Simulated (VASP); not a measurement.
# Ba (Im-3m) in VASP: further runs

One crystal, Ba, is run at these levels: PBE, PBEsol; tasks: relaxation of cell and atoms.

All numbers are computed with VASP 6.6.1; they aren't measurements. Logs are shortened: lines on timing, memory, paths and dates and some standing lists are left out, and cuts for length are marked.

## 1. The crystal as given

It takes space group Im-3m (No. 229, cubic). Conventional cell: a = 5.013 Å, b = 5.013 Å, c = 5.013 Å, α = 90.00°, β = 90.00°, γ = 90.00°. Ba (site symmetry m-3m) is surrounded by 8 Ba at 4.34 Å.

## 2. Relaxation of cell and atoms, PBE

Input file INCAR:

```
SYSTEM = Ba
ALGO     = Normal         ! electronic algorithm
EDIFF    = 1E-6           ! SCF threshold, eV
EDIFFG   = -0.01          ! ionic threshold
ENCUT    = 600            ! plane-wave cutoff, eV
GGA      = PE             ! functional
IBRION   = 2              ! ionic algorithm
ISIF     = 3              ! what is computed and relaxed
ISMEAR   = 1              ! smearing method
LASPH    = .True.         ! aspherical terms in the spheres
LCHARG   = .False.        ! write CHGCAR
LREAL    = .False.        ! projectors in reciprocal space
LWAVE    = .False.        ! write WAVECAR
NELM     = 80             ! most SCF steps
NSW      = 90             ! ionic steps
PREC     = Accurate       ! precision mode
SIGMA    = 0.1            ! smearing width, eV
```

Input file KPOINTS:

```
k-points
0
Gamma
  12 12 12
  0 0 0
```

Input file POSCAR:

```
Ba
1.0
   -2.5065000000      2.5065000000      2.5065000000
    2.5065000000     -2.5065000000      2.5065000000
    2.5065000000      2.5065000000     -2.5065000000
Ba
1
Direct
    0.0000000000      0.0000000000      0.0000000000
```

Potentials or basis: VASP PAW PBE potentials, release 64 (Ba_sv).

Started as:

```
> cat potpaw_PBE.64/Ba_sv/POTCAR > POTCAR
> mpirun -np 1 vasp_std > vasp.out
```

OUTCAR:

```text
SYSTEM = Ba
   EDIFF = 1E-6
   EDIFFG = -0.01
   ENCUT = 600
   GGA = PE
   IBRION = 2
   ISIF = 3
   ISMEAR = 1
   LASPH = .True.
   LREAL = .False.
   NELM = 80
   NSW = 90
   PREC = Accurate

 ion  position               nearest neighbor table
   1  0.000  0.000  0.000-

  LATTYP: Found a body centered cubic cell.
 ALAT       =     5.0130000000

  Lattice vectors:

 A1 = (  -2.5065000000,   2.5065000000,   2.5065000000)
 A2 = (   2.5065000000,  -2.5065000000,   2.5065000000)
 A3 = (   2.5065000000,   2.5065000000,  -2.5065000000)

Analysis of symmetry for initial positions (statically):
=====================================================================
 Subroutine PRICEL returns:
 Original cell was already a primitive cell.

 Routine SETGRP: Setting up the symmetry group for a
 body centered cubic supercell.

 Subroutine GETGRP returns: Found 48 space group operations
 (whereof 48 operations were pure point group operations)
 out of a pool of 48 trial point group operations.

The static configuration has the point symmetry O_h .

Analysis of symmetry for dynamics (positions and initial velocities):
=====================================================================
 Subroutine PRICEL returns:
 Original cell was already a primitive cell.

 Routine SETGRP: Setting up the symmetry group for a
 body centered cubic supercell.

 Subroutine GETGRP returns: Found 48 space group operations
 (whereof 48 operations were pure point group operations)
 out of a pool of 48 trial point group operations.

The dynamic configuration has the point symmetry O_h .

 Subroutine INISYM returns: Found 48 space group operations
 (whereof 48 operations are pure point group operations),
 and found     1 'primitive' translations

----------------------------------------------------------------------------------------

                                     Primitive cell

  volume of cell :      62.9888

  direct lattice vectors                    reciprocal lattice vectors
    -2.506500000  2.506500000  2.506500000     0.000000000  0.199481348  0.199481348
     2.506500000 -2.506500000  2.506500000     0.199481348  0.000000000  0.199481348
     2.506500000  2.506500000 -2.506500000     0.199481348  0.199481348  0.000000000

  length of vectors
     4.341385349  4.341385349  4.341385349     0.282109228  0.282109228  0.282109228

  position of ions in fractional coordinates (direct lattice)
[... 96 lines left out ...]
     AMIX     =   0.40;   BMIX     =  1.00
     AMIX_MAG =   1.60;   BMIX_MAG =  1.00
  volume/ion in A,a.u.               =      62.99       425.07
  Fermi-wavevector in a.u.,A,eV,Ry     =   0.886449  1.675146 10.691349  0.785792
  Thomas-Fermi vector in A             =   2.007617
   LORBIT       =      0    0 simple, 1 ext, 2 COOP (PROOUT), +10 PAW based schemes
   GGA     = PE    functional components
   LHFCALC =     F    Hartree Fock is set to
   AEXX    =    0.0000 exact exchange contribution
   IVDW    =     0    specifies the selected vdW correction
   LEPSILON=     F    determine dielectric tensor
   LRPA    =     F    only Hartree local field effects (RPA)
 conjugate gradient relaxation of ions
 non-spin polarized calculation
 Methfessel and Paxton  Order N= 1 SIGMA  =   0.10
  energy-cutoff  :      600.00
  volume of cell :       62.99
 maximum number of plane-waves:      2123
   NGX = 17   NGY = 17   NGZ = 17

--------------------------------------- Ionic step        1  -------------------------------------------

 number of electron      10.0000001 magnetization

 Free energy of the ion-electron system (eV)
  ---------------------------------------------------
  ext. energy  EPLUGINS =         0.00000000
  ---------------------------------------------------
  free energy    TOTEN  =        -1.90769638 eV

  energy without entropy =       -1.90747719  energy(sigma->0) =       -1.90762332

------------------------ aborting loop because EDIFF is reached ----------------------------------------

  FORCE on cell =-STRESS in cart. coord.  units (eV):
  Direction    XX          YY          ZZ          XY          YZ          ZX
  --------------------------------------------------------------------------------------
  -------------------------------------------------------------------------------------
  Total        0.0363963      0.0363963      0.0363963      0.0000000      0.0000000      0.0000000
  in kB        0.9257745      0.9257745      0.9257745      0.0000000      0.0000000      0.0000000
  external PRESSURE =       0.9257745 kB  Pullay stress =       0.0000000 kB
[... 57 lines left out ...]
--------------------------------------- Ionic step        3  -------------------------------------------

 number of electron      10.0000001 magnetization

 Free energy of the ion-electron system (eV)
  ---------------------------------------------------
  ext. energy  EPLUGINS =         0.00000000
  ---------------------------------------------------
  free energy    TOTEN  =        -1.90788956 eV

  energy without entropy =       -1.90783728  energy(sigma->0) =       -1.90787214

 E-fermi :   1.6015     XC(G=0):  -7.3709

 val. band max:        1.5893709050   @ k =  -0.4167   0.5000   0.2500
 cond. band min:       1.6359414208   @ k =  -0.4167  -0.4167   0.1667
 fundamental gap:      0.0465705158
 Fermi energy:         1.6014612158

 k-point     1 :       0.0000    0.0000    0.0000
  band No.  band energies     occupation
      1     -27.3004      2.00000
      2     -12.2567      2.00000
      3     -12.2567      2.00000
      4     -12.2567      2.00000
      5      -1.1376      2.00000
      6       3.4229     -0.00000
      7       3.4229     -0.00000
      8       3.4229     -0.00000
      9       4.8078      0.00000
[... 265 lines left out ...]
 k-point    24 :       0.4167    0.0833    0.0833
  band No.  band energies     occupation
      1     -27.2587      2.00000
      2     -12.6691      2.00000
      3     -12.4192      2.00000
      4     -12.2888      2.00000
      5       0.9917      2.00000
      6       2.2098     -0.00000
      7       2.6594     -0.00000
      8       4.8984      0.00000
      9       5.3701      0.00000

 [... further k-points ...]

------------------------ aborting loop because EDIFF is reached ----------------------------------------

  FORCE on cell =-STRESS in cart. coord.  units (eV):
  Direction    XX          YY          ZZ          XY          YZ          ZX
  --------------------------------------------------------------------------------------
  -------------------------------------------------------------------------------------
  Total       -0.0027748     -0.0027748     -0.0027748     -0.0000000     -0.0000000     -0.0000000
  in kB       -0.0697230     -0.0697230     -0.0697230     -0.0000000     -0.0000000     -0.0000000
  external PRESSURE =      -0.0697230 kB  Pullay stress =       0.0000000 kB
[... 16 lines left out ...]
  FREE ENERGIE OF THE ION-ELECTRON SYSTEM (eV)
  ---------------------------------------------------
  free  energy   TOTEN  =        -1.9078895636 eV

  energy  without entropy=       -1.9078372847  energy(sigma->0) =       -1.90787214

 reached required accuracy - stopping structural energy minimisation
```

OSZICAR:

```text
N       E                     dE             d eps       ncg     rms          rms(c)
DAV:   1     0.627692497218E+02    0.62769E+02   -0.44971E+03  1296   0.101E+03
DAV:   2     0.840735570780E+00   -0.61929E+02   -0.61016E+02  1581   0.156E+02
[... 19 lines left out ...]
DAV:   1    -0.191072476482E+01   -0.28831E-02   -0.85688E-02  1306   0.238E+00    0.232E-01
DAV:   2    -0.190850952378E+01    0.22152E-02   -0.42418E-03  1320   0.650E-01    0.111E-01
DAV:   3    -0.190786309665E+01    0.64643E-03   -0.40124E-03  1869   0.436E-01    0.366E-02
DAV:   4    -0.190786625383E+01   -0.31572E-05   -0.18538E-05  1375   0.440E-02    0.331E-02
DAV:   5    -0.190788918462E+01   -0.22931E-04   -0.43158E-05  1515   0.611E-02    0.891E-03
DAV:   6    -0.190788956356E+01   -0.37894E-06   -0.31187E-06  1456   0.129E-02
   3 F= -.19078896E+01 E0= -.19078721E+01  d E =-.193181E-03
```

Run time: 37 s. Hardware: 1 thread of Intel Xeon 6975P-C (Granite Rapids), shared host; peak memory 0.23 GiB.

Results:

```yaml
Free_energy: -1.9079 eV
Relaxed_volume: 63.76 Å³/atom
Relaxed_cell: a = 4.359 Å, b = 4.359 Å, c = 4.359 Å, α = 109.47°, β = 109.47°, γ = 109.47°
Space_group_after_relaxing_to_0.05_Å: Im-3m (No. 229)
Energy_gained_by_relaxing: 0.2 meV/atom
Ionic_steps: 3
Pressure_after_relaxing: 0.0 GPa
Band_gap_on_the_k_mesh: none (metal or under the smearing width)
```

The path:
| step | energy change (eV) | largest force (eV/Å) | pressure (GPa) | volume (Å³) |
| --- | --- | --- | --- | --- |
| 1 | 0.0000 | 0.0000 | 0.09 | 62.99 |
| 2 | -0.0001 | 0.0000 | 0.05 | 63.32 |
| 3 | -0.0002 | 0.0000 | -0.01 | 63.76 |

Final structure:
```xyz
1
Lattice="-2.5167 2.5167 2.5167 2.5167 -2.5167 2.5167 2.5167 2.5167 -2.5167" Properties=species:S:1:pos:R:3 pbc="T T T"
Ba    0.0000    0.0000    0.0000
```

The run has no spin-orbit coupling, so splittings on Ba are missing. Zero-point motion and thermal expansion aren't in these numbers.

## 3. Relaxation of cell and atoms, PBE

This run uses another cell than the first one, of 63.76 Å³/atom, 1.012 times its volume.

Changes to INCAR since step 2:

```diff
@@ -2,4 +2,4 @@
 ALGO     = Normal         ! electronic algorithm
-EDIFF    = 1E-6           ! SCF threshold, eV
-EDIFFG   = -0.01          ! ionic threshold
+EDIFF    = 1E-7           ! SCF threshold, eV
+EDIFFG   = -0.005         ! ionic threshold
 ENCUT    = 600            ! plane-wave cutoff, eV
```

KPOINTS is that of step 2.

Input file POSCAR:

```
Ba                                      
1.0
   -2.5167361814      2.5167361814      2.5167361814
    2.5167361814     -2.5167361814      2.5167361814
    2.5167361814      2.5167361814     -2.5167361814
  Ba            
     1
Direct
     0.0000000000000000    0.0000000000000000    0.0000000000000000
```

Potentials or basis: VASP PAW PBE potentials, release 64 (Ba_sv).

Started as:

```
> cat potpaw_PBE.64/Ba_sv/POTCAR > POTCAR
> mpirun -np 1 vasp_std > vasp.out
```

It took 35 s on 1 thread of Intel Xeon 6975P-C (Granite Rapids), shared host; peak memory 0.23 GiB.

The run converged. Its results:

* Free energy: -1.9079 eV
* Relaxed volume: 63.71 Å³/atom
* Relaxed cell: a = 4.358 Å, b = 4.358 Å, c = 4.358 Å, α = 109.47°, β = 109.47°, γ = 109.47°
* Space group after relaxing (to 0.05 Å): Im-3m (No. 229)
* Energy gained by relaxing: 0.0 meV/atom
* Ionic steps: 2
* Pressure after relaxing: 0.0 GPa
* Band gap on the k mesh: none (metal or under the smearing width)

Final structure:
```
CELL_PARAMETERS angstrom
-2.51601 2.51601 2.51601
2.51601 -2.51601 2.51601
2.51601 2.51601 -2.51601
ATOMIC_POSITIONS crystal
Ba 0.00000 0.00000 0.00000
```

Levels at points of the mesh, in eV from the Fermi level:
```csv
k point,band 3,band 4,band 5,band 6,band 7,band 8
"(0.00, 0.00, 0.00)",-13.86,-13.86,-2.74,1.82,1.82,1.82
"(0.50, 0.00, 0.00)",-14.00,-13.86,-0.88,0.70,1.22,3.17
"(0.50, 0.50, 0.50)",-14.16,-14.16,-0.52,-0.52,4.31,4.31
```

Spin-orbit coupling is left out, which matters for the levels of Ba.

## 4. Relaxation of cell and atoms, PBEsol

Input file INCAR:

```
SYSTEM = Ba
ALGO = Normal
EDIFF = 1E-6
EDIFFG = -0.01
ENCUT = 600
GGA = PS
IBRION = 2
ISIF = 3
ISMEAR = 1
LASPH = .TRUE.
LCHARG = .FALSE.
LREAL = .FALSE.
LWAVE = .FALSE.
NELM = 80
NSW = 90
PREC = Accurate
SIGMA = 0.1
```

Input file KPOINTS:

```
k-points
0
G
  12 12 12
  0 0 0
```

Input file POSCAR:

```
Ba
1.0
   -2.5065000000      2.5065000000      2.5065000000
    2.5065000000     -2.5065000000      2.5065000000
    2.5065000000      2.5065000000     -2.5065000000
Ba
1
Direct
    0.0000000000      0.0000000000      0.0000000000
```

Started as:

```
> cat potpaw_PBE.64/Ba_sv/POTCAR > POTCAR
> mpirun -np 1 vasp_std > vasp.out
```

Wall time 83 s (1 thread of Intel Xeon Platinum 8488C (Sapphire Rapids), shared host); peak memory 0.23 GiB.

The run converged. Its results:

```
Free energy                            : -2.1487 eV
Relaxed volume                         : 58.37 Å³/atom
Relaxed cell                           : a = 4.233 Å, b = 4.233 Å, c = 4.233 Å, α = 109.47°, β = 109.47°, γ = 109.47°
Space group after relaxing (to 0.05 Å) : Im-3m (No. 229)
Energy gained by relaxing              : 8.9 meV/atom
Ionic steps                            : 4
Pressure after relaxing                : 0.0 GPa
Band gap on the k mesh                 : none (metal or under the smearing width)
```

The path:
```csv
step,energy change (eV),largest force (eV/Å),pressure (GPa),volume (Å³)
1,0.0000,0.0000,-0.60,62.99
2,-0.0062,0.0000,-0.36,60.87
3,-0.0081,0.0000,0.18,57.20
4,-0.0089,0.0000,0.02,58.37
```

Final structure:
```
CELL_PARAMETERS angstrom
-2.44372 2.44372 2.44372
2.44372 -2.44372 2.44372
2.44372 2.44372 -2.44372
ATOMIC_POSITIONS crystal
Ba 0.00000 0.00000 0.00000
```

Levels at points of the mesh, in eV from the Fermi level:
```
           k point  band 3  band 4  band 5  band 6  band 7  band 8
(0.00, 0.00, 0.00)  -13.61  -13.61   -2.80    1.90    1.90    1.90
(0.50, 0.00, 0.00)  -13.80  -13.62   -0.96    0.66    1.51    3.42
(0.50, 0.50, 0.50)  -14.02  -14.02   -0.65   -0.65    4.73    4.73
```

Caveat: the PAW data sets were made with another functional, which shifts forces and pressure a little.
